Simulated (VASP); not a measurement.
# AgCl (Pm-3m) in VASP: a series of runs

Runs on AgCl. Level: PBE. Tasks: single point.

All numbers are computed with VASP 6.6.1; they aren't measurements. Logs are shortened: lines on timing, memory, paths and dates and some standing lists are left out, and cuts for length are marked.

### Step 1. The crystal as given

The structure is cubic, space group Pm-3m (No. 221). The conventional cell has a = 3.434 Å, b = 3.434 Å, c = 3.434 Å, α = 90.00°, β = 90.00°, γ = 90.00°. Ag (site symmetry m-3m) is surrounded by 8 Cl at 2.97 Å. Around Cl (site symmetry m-3m) lie 8 Ag at 2.97 Å.

Measurements of this composition are mostly on another form, of space group No. 225.

### Step 2. Single point, PBE

INCAR

```
PREC     = Accurate       # precision mode
ENCUT    = 520            # plane-wave cutoff, eV
EDIFF    = 1E-6           # SCF threshold, eV
ISMEAR   = 0              # smearing method
SIGMA    = 0.05           # smearing width, eV
LREAL    = Auto         
LASPH    = T              # aspherical terms in the spheres
NELM     = 100            # most SCF steps
ALGO     = Normal         # electronic algorithm
ISIF     = 2              # what is computed and relaxed
LWAVE    = F              # write WAVECAR
LCHARG   = F              # write CHGCAR
GGA      = PE             # functional
ADDGRID  = F
```

KPOINTS

```
Automatic mesh
0
Gamma
  7 7 7
```

POSCAR

```
AgCl
1.0
    3.4339730000      0.0000000000      0.0000000000
    0.0000000000      3.4339730000      0.0000000000
    0.0000000000      0.0000000000      3.4339730000
Ag Cl
1 1
Direct
    0.0000000000      0.0000000000      0.0000000000
    0.5000000000      0.5000000000      0.5000000000
```

Potentials or basis: VASP PAW PBE potentials, release 64 (Ag, Cl).

Run with:

```bash
cat potpaw_PBE.64/Ag/POTCAR potpaw_PBE.64/Cl/POTCAR > POTCAR
mpirun -np 1 vasp_std > vasp.out
```

OUTCAR:

```text
PREC = Accurate
   ENCUT = 520
   EDIFF = 1E-6
   ISMEAR = 0
   LREAL = Auto
   LASPH = T
   NELM = 100
   ISIF = 2
   GGA = PE

 Found     20 irreducible k-points:

 Following reciprocal coordinates:
            Coordinates               Weight
  0.000000  0.000000  0.000000      1.000000
  0.142857  0.000000  0.000000      6.000000
  0.285714  0.000000  0.000000      6.000000
  0.428571  0.000000  0.000000      6.000000
  0.142857  0.142857  0.000000     12.000000
  0.285714  0.142857  0.000000     24.000000
   k-points           NKPTS =     20   k-points in BZ     NKDIM =     20   number of bands    NBANDS=     13
   number of dos      NEDOS =    301   number of ions     NIONS =      2
   total plane-waves  NPLWV =  21952
   dimension x,y,z NGX =    28 NGY =   28 NGZ =   28
   dimension x,y,z NGXF=    56 NGYF=   56 NGZF=   56
   ions per type =               1   1
   NGX,Y,Z   is equivalent  to a cutoff of  13.56, 13.56, 13.56 a.u.
   NGXF,Y,Z  is equivalent  to a cutoff of  27.11, 27.11, 27.11 a.u.
 SYSTEM =  unknown system
   PREC   = accura    normal or accurate (medium, high low for compatibility)
   ISTART =      0    job   : 0-new  1-cont  2-samecut
   ICHARG =      2    charge: 1-file 2-atom 10-const
   ISPIN  =      1    spin polarized calculation?
   LNONCOLLINEAR =      F non collinear calculations
   LSORBIT =      F    spin-orbit coupling
   LASPH  =      T    aspherical Exc in radial PAW
   ENCUT  =  520.0 eV  38.22 Ry    6.18 a.u.   6.38  6.38  6.38*2*pi/ulx,y,z
   NELM   =    100;   NELMIN=  2; NELMDL= -5     # of ELM steps
   EDIFF  = 0.1E-05   stopping-criterion for ELM
   LREAL  =      T    real-space projection
   EDIFFG = 0.1E-04   stopping-criterion for IOM
   NSW    =      0    number of steps for IOM
   IBRION =     -1    ionic relax: 0-MD 1-quasi-New 2-CG
   NFREE  =      0    steps in history (QN), initial steepest desc. (CG)
   ISIF   =      2    stress and relaxation
   ISYM   =      2    0-nonsym 1-usesym 2-fastsym
   POTIM  = 0.5000    time-step for ionic-motion
   TEBEG  =    0.0;   TEEND  =   0.0 temperature during run
   PSTRESS=    0.0 pullay stress
   NELECT =      18.0000    total number of electrons
   NUPDOWN=      -1.0000    fix difference up-down
   EMIN   =  10.00;   EMAX   =-10.00  energy-range for DOS
   EFERMI =   0.00;   METHOD = LEGACY
   ISMEAR =     0;   SIGMA  =   0.05  broadening in eV -4-tet -1-fermi 0-gaus
   EFERMI_NEDOS =   21; number of points for ismear=-14 and -15
   IALGO  =     38    algorithm
   IMIX   =      4    mixing-type and parameters
     AMIX     =   0.40;   BMIX     =  1.00
     AMIX_MAG =   1.60;   BMIX_MAG =  1.00
  volume/ion in A,a.u.               =      20.25       136.63
  Fermi-wavevector in a.u.,A,eV,Ry     =   1.249402  2.361027 21.238760  1.561005
  Thomas-Fermi vector in A             =   2.383444
   LORBIT       =      0    0 simple, 1 ext, 2 COOP (PROOUT), +10 PAW based schemes
   GGA     = PE    functional components
   LHFCALC =     F    Hartree Fock is set to
   AEXX    =    0.0000 exact exchange contribution
   IVDW    =     0    specifies the selected vdW correction
   LEPSILON=     F    determine dielectric tensor
   LRPA    =     F    only Hartree local field effects (RPA)
 non-spin polarized calculation
 Gauss-broadening in eV      SIGMA  =   0.05
  energy-cutoff  :      520.00
  volume of cell :       40.49
 maximum number of plane-waves:      1100
 NGX is ok and might be reduce to    28
   NGX = 13   NGY = 13   NGZ = 13

 number of electron      18.0000002 magnetization

 Free energy of the ion-electron system (eV)
  ---------------------------------------------------
  ext. energy  EPLUGINS =         0.00000000
  ---------------------------------------------------
  free energy    TOTEN  =        -5.12201533 eV

  energy without entropy =       -5.12201533  energy(sigma->0) =       -5.12201533

 E-fermi :   4.0642     XC(G=0): -10.3847

 val. band max:        3.8327278493   @ k =   0.4286   0.0000   0.0000
 cond. band min:       4.4587543284   @ k =   0.0000   0.0000   0.0000
 fundamental gap:      0.6260264791
 Fermi energy:         4.0642494053

 k-point     1 :       0.0000    0.0000    0.0000
  band No.  band energies     occupation
      1     -10.6835      2.00000
      2       1.1703      2.00000
      3       1.1703      2.00000
      4       2.1074      2.00000
      5       2.1074      2.00000
      6       2.1074      2.00000
      7       2.3844      2.00000
      8       2.3844      2.00000
      9       2.3844      2.00000
     10       4.4588      0.00000
     11      13.3224      0.00000
     12      13.3224      0.00000
     13      17.5441      0.00000

 k-point     2 :       0.1429    0.0000    0.0000
  band No.  band energies     occupation
      1     -10.6033      2.00000
      2       0.8580      2.00000
      3       1.1969      2.00000
      4       1.6807      2.00000
      5       1.6807      2.00000
      6       1.9209      2.00000
      7       2.1167      2.00000
      8       2.8822      2.00000
      9       2.8822      2.00000
     10       5.3562      0.00000
     11      13.2924      0.00000
     12      13.3207      0.00000
     13      16.4809      0.00000

 k-point     3 :       0.2857    0.0000    0.0000
  band No.  band energies     occupation
      1     -10.4118      2.00000
      2      -0.2429      2.00000
      3       1.2578      2.00000
      4       1.2806      2.00000
      5       1.2806      2.00000
      6       2.1089      2.00000
      7       2.1379      2.00000
      8       3.4579      2.00000
      9       3.4579      2.00000
     10       6.7223      0.00000
     11      12.0678      0.00000
     12      13.3160      0.00000
     13      14.9622      0.00000

 k-point     4 :       0.4286    0.0000    0.0000
  band No.  band energies     occupation
      1     -10.2452      2.00000
      2      -1.0104      2.00000
      3       1.0654      2.00000
      4       1.0654      2.00000
      5       1.3075      2.00000
      6       2.1549      2.00000
      7       2.4186      2.00000
      8       3.8327      2.00000
      9       3.8327      2.00000
     10       8.1870      0.00000
     11      10.0957      0.00000
     12      13.3111      0.00000
     13      14.0344      0.00000

 k-point     5 :       0.1429    0.1429    0.0000
  band No.  band energies     occupation
      1     -10.5273      2.00000
      2       0.7753      2.00000
      3       1.0037      2.00000
      4       1.4288      2.00000
      5       1.5731      2.00000
      6       2.0538      2.00000
      7       2.3632      2.00000
      8       2.3976      2.00000
      9       3.1076      2.00000
     10       6.1085      0.00000
     11      13.2156      0.00000
     12      13.4623      0.00000
     13      15.0620      0.00000

 k-point     6 :       0.2857    0.1429    0.0000
  band No.  band energies     occupation
      1     -10.3467      2.00000
      2      -0.1310      2.00000
      3       0.9980      2.00000
      4       1.3327      2.00000
      5       1.4201      2.00000
      6       2.0541      2.00000
      7       2.1842      2.00000
      8       2.8830      2.00000
      9       3.4792      2.00000
     10       7.2734      0.00000
     11      11.8487      0.00000
     12      13.5123      0.00000
     13      14.5554      0.00000

 [... further k-points ...]

------------------------ aborting loop because EDIFF is reached ----------------------------------------

  FORCE on cell =-STRESS in cart. coord.  units (eV):
  Direction    XX          YY          ZZ          XY          YZ          ZX
  --------------------------------------------------------------------------------------
  -------------------------------------------------------------------------------------
  Total       -0.0618636     -0.0618636     -0.0618636     -0.0000000     -0.0000000      0.0000000
  in kB       -2.4476846     -2.4476846     -2.4476846     -0.0000000     -0.0000000      0.0000000
  external PRESSURE =      -2.4476846 kB  Pullay stress =       0.0000000 kB

 VOLUME and BASIS-vectors are now :
 -----------------------------------------------------------------------------
  energy-cutoff  :      520.00
  volume of cell :       40.49
      direct lattice vectors                 reciprocal lattice vectors
     3.433973000  0.000000000  0.000000000     0.291207881  0.000000000  0.000000000
     0.000000000  3.433973000  0.000000000     0.000000000  0.291207881  0.000000000
     0.000000000  0.000000000  3.433973000     0.000000000  0.000000000  0.291207881

 POSITION                                       TOTAL-FORCE (eV/Angst)
 -----------------------------------------------------------------------------------
      0.00000      0.00000      0.00000         0.000000      0.000000      0.000000
      1.71699      1.71699      1.71699         0.000000      0.000000      0.000000
 -----------------------------------------------------------------------------------
    total drift:                                0.000000      0.000000      0.000000

  FREE ENERGIE OF THE ION-ELECTRON SYSTEM (eV)
  ---------------------------------------------------
  free  energy   TOTEN  =        -5.1220153335 eV

  energy  without entropy=       -5.1220153335  energy(sigma->0) =       -5.12201533
```

Wall time 8.5 s (1 thread of AMD EPYC 9R45 (Zen 5), shared host); peak memory 0.12 GiB.

The run converged, but some of its settings lie outside the range that counts as converged, so its numbers aren't taken as properties of the crystal.

Results:

| Quantity | Value |
| --- | --- |
| Free energy | -5.1220 eV |
| Pressure | -0.2 GPa |
| Band gap on the k mesh | 0.63 eV, indirect (least direct gap 2.07 eV) |

Caveat: an odd mesh through Γ misses points on the zone boundary, where band edges often lie.

### Step 3. Single point, PBE

Changes to INCAR since step 2:

```diff
@@ -2,6 +2,6 @@
 ENCUT    = 520            # plane-wave cutoff, eV
-EDIFF    = 1E-6           # SCF threshold, eV
+EDIFF    = 1E-4           # SCF threshold, eV
 ISMEAR   = 0              # smearing method
 SIGMA    = 0.05           # smearing width, eV
-LREAL    = Auto         
+LREAL    = F              # projectors in reciprocal space
 LASPH    = T              # aspherical terms in the spheres
```

KPOINTS is that of step 2.

POSCAR is that of step 2.

Potentials or basis: VASP PAW PBE potentials, release 64 (Ag, Cl).

Run with:

```bash
cat potpaw_PBE.64/Ag/POTCAR potpaw_PBE.64/Cl/POTCAR > POTCAR
mpirun -np 1 vasp_std > vasp.out
```

Wall time 5.3 s (1 thread of AMD EPYC 9R45 (Zen 5), shared host); peak memory 0.12 GiB.

The run converged, but some of its settings lie outside the range that counts as converged, so its numbers aren't taken as properties of the crystal.

What came out:

- Free energy: -5.1216 eV
- Pressure: -0.3 GPa
- Band gap on the k mesh: 0.63 eV, indirect (least direct gap 2.07 eV)

Caveat: an odd mesh through Γ misses points on the zone boundary, where band edges often lie.
